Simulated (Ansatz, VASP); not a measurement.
## BN in VASP and in Ansatz

```
B N
1.0
     2.31480    0.00000    0.00000
     0.00000    2.31480    0.00000
     0.00000    0.00000    2.31480
B N
1 1
Direct
  0.00000 0.00000 0.00000
  0.50000 0.50000 0.50000
```

The cell was built by a generator and needn't be a form met in nature.

Alike in both runs: task single point; functional PBE; k mesh 8 × 8 × 8; occupations fermi-dirac, width 0.02 eV; no spin polarisation.

```csv
,VASP,Ansatz
version,VASP 6.6.1,Ansatz 0.2.0
potentials or method,"VASP PAW PBE potentials, release 64 (B, N)","plane waves, PAW"
plane-wave cutoff (eV),520,420
valence electrons in the cell,8,8
```

VASP gave:

| Property | Result |
| --- | --- |
| pressure (GPa) | 1.6 |

**Question.** Estimate Ansatz's values.

**Answer.** Pressure (GPa): 1.7.

The functional is the same, so the differences come from potentials, cutoffs and numerics.
